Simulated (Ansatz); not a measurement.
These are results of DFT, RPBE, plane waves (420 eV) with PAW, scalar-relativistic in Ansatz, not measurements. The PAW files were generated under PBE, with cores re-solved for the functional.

An element in the bcc structure gives this curve. The cell is scaled uniformly from the relaxed one, with fractional coordinates and shape fixed. Energies are extrapolated to zero smearing, pressures are those at the given smearing. Magnetic state: spin not included.

| V (Å³/atom) | E − E₀ (meV/atom) | P (GPa) |
| --- | --- | --- |
| 25.684 | 45.5 | 5.03 |
| 26.851 | 17.5 | 2.86 |
| 28.018 | 3.4 | 1.20 |
| 29.186 | 0.1 | -0.09 |
| 30.353 | 5.0 | -1.09 |
| 31.521 | 16.3 | -1.86 |
| 32.688 | 32.5 | -2.46 |

Which element is it?
A. indium
B. bismuth
C. lead
D. scandium

A. Its fit is V₀ = 29.03 Å³/atom, B₀ = 29 GPa, B₀′ = 5.4.
